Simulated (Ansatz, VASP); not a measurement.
**Cross-check of C between VASP and Ansatz**

Aim: how closely do two programs agree when they are given the same cell, functional and k mesh? The cell is taken from a series of VASP runs on this material, whose earlier steps may have relaxed, scaled or displaced it; both programs get it as it stands.

Calculated with Ansatz 0.2.0; plane waves, with VASP 6.6.1 beside it; relaxation of cell and atoms at LDA.

## (1) Starting point

It takes space group Fd-3m (No. 227, cubic). The conventional cell has a = 3.535 Å, b = 3.535 Å, c = 3.535 Å, α = 90.00°, β = 90.00°, γ = 90.00°. Nearest to C lie 4 C at 1.53 Å.

## (2) VASP: relaxation of cell and atoms, LDA

The relaxed volume is the usual yardstick between codes: its relative difference is about their pressure difference at one cell divided by the bulk modulus.

Lines of VASP's logs that name or quote its potential files are left out, and so is its time.

INCAR reads:

```
SYSTEM = C
PREC = Accurate
ENCUT = 520
EDIFF = 1E-06
NELM = 100
ISMEAR = 0
SIGMA = 0.03
LREAL = .FALSE.
ALGO = Normal
GGA = CA
NBANDS = 10
LORBIT = 11
LWAVE = .FALSE.
LCHARG = .FALSE.
KPAR = 4
IBRION = 2
NSW = 50
ISIF = 3
EDIFFG = -0.006
```

POSCAR reads:

```
C
1.0
    0.0000000000      1.7675486590      1.7675486590
    1.7675486590      0.0000000000      1.7675486590
    1.7675486590      1.7675486590      0.0000000000
C
2
Direct
    0.0000000000      0.0000000000      0.0000000000
    0.2500000000      0.2500000000      0.2500000000
```

KPOINTS reads:

```
Automatic mesh
0
Gamma
10 10 10
0 0 0
```

The projector-augmented-wave data sets are C (LDA family, release 64).

Started as:

```console
$ mpirun -np 4 vasp_std
```

Numbers of over 12 decimals in the logs are rounded to 6 here.

What it wrote:

```text
[banner, memory and clock lines left out]
running    4 mpi-ranks, on    1 nodes
 distrk:  each k-point on    1 cores,    4 groups
 distr:  one band on    1 cores,    1 groups

 POSCAR found type information on POSCAR C
 POSCAR found :  1 types and       2 ions
 LDA part: xc-table for (Slater(with rela. corr.)+CA(PZ))
 , standard interpolation
 POSCAR, INCAR and KPOINTS ok, starting setup
 FFT: planning ... GRIDC
 FFT: planning ... GRID_SOFT
 FFT: planning ... GRID
 WAVECAR not read
 entering main loop
       N       E                     dE             d eps       ncg     rms          rms(c)
DAV:   1    -0.281705570567E+01   -0.28171E+01   -0.49345E+03   980   0.793E+02
DAV:   2    -0.207975931135E+02   -0.17981E+02   -0.17034E+02  1256   0.122E+02
DAV:   3    -0.211068287539E+02   -0.30924E+00   -0.30877E+00  1084   0.132E+01
DAV:   4    -0.211074656434E+02   -0.63689E-03   -0.63687E-03  1014   0.730E-01
DAV:   5    -0.211074666234E+02   -0.98002E-06   -0.98004E-06  1082   0.273E-02    0.590E+00
DAV:   6    -0.204680232989E+02    0.63944E+00   -0.36720E-01   984   0.448E+00    0.342E+00
DAV:   7    -0.202455764994E+02    0.22245E+00   -0.43111E-01  1020   0.486E+00    0.758E-01
DAV:   8    -0.202453950878E+02    0.18141E-03   -0.89682E-03   994   0.851E-01    0.263E-02
DAV:   9    -0.202453833686E+02    0.11719E-04   -0.33190E-05  1040   0.484E-02    0.195E-02
DAV:  10    -0.202453848185E+02   -0.14498E-05   -0.17418E-06   988   0.119E-02    0.446E-03
DAV:  11    -0.202453847619E+02    0.56534E-07   -0.55109E-08   542   0.196E-03
   1 F= -.20245385E+02 E0= -.20245385E+02  d E =-.202454E+02
 curvature:   0.00 expect dE= 0.000E+00 dE for cont linesearch  0.000E+00
 trial: gam= 0.00000 g(F)=  0.126E-48 g(S)=  0.272E-04 ort = 0.000E+00 (trialstep = 0.100E+01)
 search vector abs. value=  0.272E-04
 bond charge predicted
       N       E                     dE             d eps       ncg     rms          rms(c)
DAV:   1    -0.202453903946E+02   -0.55761E-05   -0.54265E-04   996   0.203E-01    0.209E-02
DAV:   2    -0.202453835649E+02    0.68297E-05   -0.73844E-06  1024   0.230E-02    0.116E-02
DAV:   3    -0.202453807394E+02    0.28255E-05   -0.47127E-06   976   0.157E-02    0.147E-03
DAV:   4    -0.202453807187E+02    0.20722E-07   -0.61275E-08   480   0.242E-03
   2 F= -.20245381E+02 E0= -.20245381E+02  d E =0.404321E-05
 trial-energy change:    0.000004  1 .order    0.000004   -0.000027    0.000036
 step:   0.4315(harm=  0.4315)  dis= 0.00000  next Energy=   -20.245391 (dE=-0.588E-05)
 bond charge predicted
       N       E                     dE             d eps       ncg     rms          rms(c)
DAV:   1    -0.202453938469E+02   -0.13107E-04   -0.17384E-04   996   0.115E-01    0.119E-02
DAV:   2    -0.202453915404E+02    0.23065E-05   -0.23647E-06   966   0.130E-02    0.661E-03
DAV:   3    -0.202453907299E+02    0.81056E-06   -0.15059E-06   788   0.891E-03
   3 F= -.20245391E+02 E0= -.20245391E+02  d E =-.596795E-05
 curvature:  -0.22 expect dE=-0.337E-09 dE for cont linesearch -0.337E-09
 trial: gam=-0.00752 g(F)=  0.180E-47 g(S)=  0.156E-08 ort = 0.206E-06 (trialstep = 0.886E+00)
 search vector abs. value=  0.100E-09
 reached required accuracy - stopping structural energy minimisation
```

OUTCAR, selected parts (step 2):

```text
ion  position               nearest neighbor table
   1  0.000  0.000  0.000-   2 1.53   2 1.53   2 1.53   2 1.53
   2  0.250  0.250  0.250-   1 1.53   1 1.53   1 1.53   1 1.53

  LATTYP: Found a face centered cubic cell.
 ALAT       =     3.5350973180

 Subroutine GETGRP returns: Found 48 space group operations
 (whereof 24 operations were pure point group operations)

The static configuration has the point symmetry T_d .
 The point group associated with its full space group is O_h .

 Found     47 irreducible k-points:

   k-points           NKPTS =     47   k-points in BZ     NKDIM =     47   number of bands    NBANDS=     10

   dimension x,y,z NGX =    20 NGY =   20 NGZ =   20
   dimension x,y,z NGXF=    40 NGYF=   40 NGZF=   40

   ENCUT  =  520.0 eV  38.22 Ry    6.18 a.u.   4.65  4.65  4.65*2*pi/ulx,y,z

   NELECT =       8.0000    total number of electrons

 k-points in reciprocal lattice and weights: Automatic mesh
   0.00000000  0.00000000  0.00000000       0.001
   0.10000000  0.00000000  0.00000000       0.008
   0.20000000  0.00000000  0.00000000       0.008
   0.30000000  0.00000000  0.00000000       0.008
   0.40000000  0.00000000  0.00000000       0.008
   0.50000000  0.00000000  0.00000000       0.004
   0.10000000  0.10000000  0.00000000       0.006
   0.20000000  0.10000000  0.00000000       0.024
   0.30000000  0.10000000  0.00000000       0.024
[...]
-0.30000000  0.40000000  0.20000000       0.024
  -0.30000000  0.50000000  0.20000000       0.012

 average (electrostatic) potential at core
       1 -49.1195       2 -49.1195

 E-fermi :  10.2478

 k-point     1 :       0.0000    0.0000    0.0000
  band No.  band energies     occupation
      1     -11.5602      2.00000
      2      10.1098      2.00000
      3      10.1098      2.00000
      4      10.1098      2.00000
      5      15.7259      0.00000
      6      15.7259      0.00000
      7      15.7259      0.00000
      8      24.2680      0.00000
      9      29.4595      0.00000
    ...

 k-point     2 :       0.1000    0.0000    0.0000
  band No.  band energies     occupation
      1     -11.2785      2.00000
      2       8.4182      2.00000
      3       9.6516      2.00000
      4       9.6516      2.00000
      5      16.3264      0.00000
      6      16.3264      0.00000
      7      16.7188      0.00000
      8      24.4277      0.00000
      9      29.8930      0.00000
    ...

 k-point     3 :       0.2000    0.0000    0.0000
  band No.  band energies     occupation
      1     -10.4386      2.00000
      2       5.1819      2.00000
      3       8.7563      2.00000
      4       8.7563      2.00000
      5      17.4754      0.00000
      6      17.4754      0.00000
      7      18.0591      0.00000
      8      24.8596      0.00000
      9      30.6443      0.00000
    ...

  Total        0.0001470      0.0001470      0.0001470     -0.0000000     -0.0000000     -0.0000000
  in kB        0.0213139      0.0213139      0.0213139     -0.0000000     -0.0000000     -0.0000000
  external PRESSURE =       0.0213139 kB  Pullay stress =       0.0000000 kB

  energy-cutoff  :      520.00
  volume of cell :       11.05
      direct lattice vectors                 reciprocal lattice vectors
    -0.000000000  1.767905602  1.767905602    -0.282820530  0.282820530  0.282820530
     1.767905602 -0.000000000  1.767905602     0.282820530 -0.282820530  0.282820530
     1.767905602  1.767905602 -0.000000000     0.282820530  0.282820530 -0.282820530

 POSITION                                       TOTAL-FORCE (eV/Angst)
 -----------------------------------------------------------------------------------
      0.00000      0.00000     -0.00000         0.000000      0.000000      0.000000
      0.88395      0.88395      0.88395        -0.000000     -0.000000     -0.000000
 -----------------------------------------------------------------------------------
    total drift:                                0.000000      0.000000      0.000000

  FREE ENERGIE OF THE ION-ELECTRON SYSTEM (eV)
  ---------------------------------------------------
  free  energy   TOTEN  =       -20.2453907299 eV

  energy  without entropy=      -20.2453907299  energy(sigma->0) =      -20.24539073

 reached required accuracy - stopping structural energy minimisation

 total charge
# of ion       s       p       d       tot
------------------------------------------
    1        0.823   1.781   0.000   2.604
    2        0.823   1.781   0.000   2.604
--------------------------------------------------
tot          1.646   3.561   0.000   5.208

[... 3 further parts left out ...]
```

CONTCAR:

```
C
   1.00000000000000
    -0.0000000000000000    1.7679056016463901    1.7679056016463901
     1.7679056016463901   -0.0000000000000000    1.7679056016463901
     1.7679056016463901    1.7679056016463901   -0.0000000000000000
  C
     2
Direct
     0.0000000000000000    0.0000000000000000    0.0000000000000000
     0.2500000000000000    0.2500000000000000    0.2500000000000000
```

## (3) Ansatz: relaxation of cell and atoms, LDA

Ansatz runs on its default PAW (the set named soft_2) files.

The same cell, functional (in two slightly different forms), mesh and smearing now go to Ansatz, which takes its cutoff from its data sets.

input.yaml reads:

```yaml
crystal:
  lattice:
    - [0.0, 1.767548659, 1.767548659]
    - [1.767548659, 0.0, 1.767548659]
    - [1.767548659, 1.767548659, 0.0]
  atoms:
    - { symbol: C, position: [0.0, 0.0, 0.0] }
    - { symbol: C, position: [0.25, 0.25, 0.25] }
hamiltonian:
  xc: lda
  pseudopotentials: { kind: paw }
kpoints:
  mp_grid: { grid: [10, 10, 10] }
scf:
  occupations: { method: gaussian, width: 0.03 }
relax:
  f_tol: 0.01
  max_steps: 60
  cell: { stress_tol: 0.05 }
output:
  forces: true
  stress: true
```

Started as:

```console
$ ansatz run input.yaml --threads 4 --pin off --max-ram 9216MiB --backend cpu --events-out ev --progress --plain --runs-dir out
```

What it wrote:

```text
Engine: ansatz 0.2.0, aarch64-unknown-linux-gnu
Pseudopotentials: kind: paw
Pseudopotential: C, paw, valence charge 4, recommended cutoff 420 eV (normal), C.paw.azcp
Functional definition: SPW92
  exchange = slater_x
  correlation = pw_c
Crystal: 2 atoms, lattice volume = 11.044 Å³
Basis set: ecut = 420 eV, 181 PW (Γ)
Bands: 8, of which v1, the nominal top of the filled ones, is band 4 counted from 1 (3 counted from 0)
Symmetry: 48 space group operations
Space group: Fd-3m (ITA 227), of the structure as read, at distance tolerance 2.2e-5 Å
k-points: 47 of 1000
Non-local potential: C, projectors of the file, l = 0: 2, l = 1: 2, l = 2: 1
PAW form: soft (Blöchl's): semilocal exchange-correlation on the pseudo side does not see the compensation charge
PAW frozen core: C, regenerated for the run's functional, and the local potential with it (the file was generated under x = pbe(κ = 0.804, μ = 0.219515), c = pbe(β = 0.066725))
PAW one-centre angular grid: C, 110 points (default); XC on 64 Gauss nodes
Initial density: superposition of atomic densities (neutral atoms: chi_scale 0, normalization atom), corrected by the library's trained network
Initial wavefunctions: pseudopotential atomic-orbital guess
Functional: x = slater, c = lda
SCF iter   1: F=—  HF=-485.985635 eV  |F-HF|=—  |Δ(HF+E_count)|=         —  Δρ=7.46e-3  dr2=2.27e-3  ethr=1.77e-3  ⟨swp⟩=4.9  Hψ=2452  notcnv=0
preconditioner: auto → none  [insulator: Δε(μ)=4.190 eV  Ē_g=19.875 eV  σ=0.030 eV  W_gap=1.00  n_scr=0 (ndim 8)  ℏωp=31.6 eV  f_vac=0.000  D(μ)=0.00/eV (n_scr^D=0)  ε∞_Penn≈3.5]
SCF iter   2: F=—  HF=-485.985119 eV  |F-HF|=—  |Δ(HF+E_count)|=   5.16e-4  Δρ=3.51e-3  dr2=4.94e-4  ethr=2.84e-5  ⟨swp⟩=1.0  Hψ=758  notcnv=0
SCF iter   3: F=—  HF=-485.984985 eV  |F-HF|=—  |Δ(HF+E_count)|=   1.34e-4  Δρ=9.80e-5  dr2=8.38e-7  ethr=6.17e-6  ⟨swp⟩=1.0  Hψ=376  notcnv=0
SCF iter   4: F=—  HF=-485.984985 eV  |F-HF|=—  |Δ(HF+E_count)|=   5.54e-7  Δρ=3.49e-5  dr2=8.67e-8  ethr=1.05e-8  ⟨swp⟩=2.7  Hψ=563  notcnv=0
iter 5 did not close the SCF: its close was put off for the readings that it lacked (scf_convergence_deferred on its scf_iter line)
SCF iter   5: F=-485.984984 eV  HF=-485.984984 eV  |F-HF|=6.35e-9  |Δ(HF+E_count)|=   1.58e-8  Δρ=1.06e-5  dr2=1.05e-8  ethr=1.08e-9  ⟨swp⟩=2.0  Hψ=564  notcnv=0
SCF iter   6: F=-485.984984 eV  HF=-485.984984 eV  |F-HF|=6.88e-12  |Δ(HF+E_count)|=   4.61e-9  Δρ=9.01e-7  dr2=2.26e-11  ethr=1.31e-10  ⟨swp⟩=1.2  Hψ=1135  notcnv=0
SCF 1 converged in 6 iterations: F = -485.984984 eV  dr2 = 2.26e-11
  greatest PAW one-centre occupation: 0.640 electrons in one spin orbital (limit 2), on the C atom at site 1 (counted from 0), in its partial waves of l = 0
relax step   1: F+E_penalty+E_count = -485.98498449 eV  Δ(F+E_penalty+E_count) = +0.000e0 eV  max|allowed force component| = 1.850e-17 eV/Å  Δτ_max = 0.0000 Å  P = -1.320 GPa  Ω = 11.044 Å³  (6 SCF iters, dr2 threshold 1.00e-7 eV, accepted)
[...]
relax step   2: F+E_penalty+E_count = -485.98524814 eV  Δ(F+E_penalty+E_count) = -2.637e-4 eV  max|allowed force component| = 1.700e-16 eV/Å  Δτ_max = 0.0000 Å  P = -0.507 GPa  Ω = 11.026 Å³  energy of the carried Pulay correction = +1.564e-4 eV  (6 SCF iters, dr2 threshold 2.00e-7 eV, accepted)
[...]
relax step   3: F+E_penalty+E_count = -485.98536407 eV  Δ(F+E_penalty+E_count) = -1.159e-4 eV  max|allowed force component| = 9.252e-17 eV/Å  Δτ_max = 0.0000 Å  P = +0.002 GPa  Ω = 11.014 Å³  energy of the carried Pulay correction = +2.538e-4 eV  (7 SCF iters, dr2 threshold 2.00e-7 eV, accepted)
[...]
relax step   4: F+E_penalty+E_count = -485.98528953 eV  Δ(F+E_penalty+E_count) = +7.454e-5 eV  max|allowed force component| = 9.252e-17 eV/Å  Δτ_max = 0.0000 Å  P = -0.028 GPa  Ω = 11.014 Å³  stress off target by 2.83e-2 GPa  SCF on the basis re-selected at this cell (its energy is not comparable with the rows above)  (7 SCF iters)
basis re-selected at this cell: Δ(F+E_penalty+E_count) = +7.454e-5 eV, ΔP = -0.030 GPa vs the last step (what re-selecting the basis moved, of the pressure what is left beyond the Pulay correction that the steps carried, after the strain that the cell walked since its last selection, with what the two solves' SCF thresholds leave and, on support functions, any second-order correction that the steps lacked; it is no m [...]
SCF converged after 7 iterations
Free energy (F): -485.985290 eV
Harris-Foulkes:  -485.985290 eV  (|F-HF|=3.41e-13)
Internal energy: -485.985290 eV  (E = F + TS)
E sigma→0 (E₀):  -485.985290 eV
Fermi energy:    15.704649 eV
--- Per-component energies (eV) ---
  E_band       = 36.054246
  E_kinetic    = 186.497183
  E_local      = -122.227834  (includes V_loc(G=0)·N_el)
  E_nonlocal   = 55.777267
  E_hartree    = 26.160784
  E_xc         = -97.209525
  E_vxc        = -121.030361  (∫ρ·V_xc dr)
  E_paw        = -183.708910  (= ΣΔE_a)
  E_vpaw       = -15.283595  (= ΣTr[D̂ρ^β])
  E_aug_tail   = 0.000017  (compensation charges beyond the density's cutoff)
  E_ewald      = -351.399936
  E_core_change = 0.125665  (= ΣΔE_core)
  E_smearing   = -0.000000  (= −TS)
  E_closure    = -0.000000  (closes the sum)
  Σ components = -485.985290   (vs F -485.985290, Δ=0.00e0)
--- Forces (eV/Å), atoms counted from 1 ---
  atom   1  C      0.00000000     0.00000000    -0.00000000
  atom   2  C     -0.00000000    -0.00000000    -0.00000000
  max |Σ_I F_I| component: 7.40e-17 eV/Å
--- Stress (GPa, compression-positive) ---
       -0.028278      -0.000000      -0.000000
       -0.000000      -0.028278      -0.000000
       -0.000000      -0.000000      -0.028278
  P = ⅓ Tr σ = -0.0283 GPa (-0.283 kbar)
--- Relaxed structure (3 steps of the walk, 3 accepted, 1 SCFs on fresh bases) ---
  F+E_penalty+E_count = -485.98528953 eV   max|allowed force component| = 9.252e-17 eV/Å   (the final SCF, on the basis selected at the relaxed cell)
  cell:  # Å, volume = 11.0139 Å³
    - [0, 1.765919, 1.765919]
    - [1.765919, 0, 1.765919]
    - [1.765919, 1.765919, 0]
  atoms:
    - { symbol: C, position: [0, 0, 0] }
    - { symbol: C, position: [0.25, 0.25, 0.25] }
```

The job ended after 3.7 s (4 threads of Arm Neoverse V2, shared host; peak memory 0.32 GiB).

## (4) Side by side

Known differences besides the potentials themselves: the two LDA forms differ slightly; both relaxations stop at a tolerance, which leaves soft axes loose, and VASP keeps its plane-wave basis; the cutoff is 420 eV in Ansatz and 520 eV in VASP; VASP's log shows a relativistic correction to its local exchange, Ansatz's none; Ansatz adds a Pulay correction to the stress that steers its cell, VASP none. Total energies have different zeros and are not compared.

Both answers:

```tsv
quantity	Ansatz	VASP	difference
volume (Å³)	11.01	11.05	-0.34 %
edge a after relaxation, in the typed setting (Å)	2.497	2.500	-0.11 %
```

The walks stopped with -0.03 GPa left in Ansatz and 0.00 GPa in VASP; each walk ends within a tolerance, so the volume difference is uncertain by about these residues over the bulk modulus, most in soft cells.

## (5) What came out

```
difference in volume (relaxation of cell and atoms, LDA) : -0.34 %
```

In words: The difference in volume is -0.34 % (relaxation of cell and atoms, LDA), within the 1.2 % picked in this series as the mark of a large difference, as far as the stopping tolerances let one tell. How closely two codes agree says nothing of how well the functional describes the real material.

[Lines on the potential files, build, host, timing and source positions are cut from VASP's logs without a mark.]

[Logs are printed without paths, hosts, clocks, repeated set-up lines and the standing remarks that a program may print on its own settings, such as how far it seeks lower states.]

[Hosts, paths, dates, database ids (printed as entryN), source tags and the programs' standing remarks are cut or masked in the printed files.]
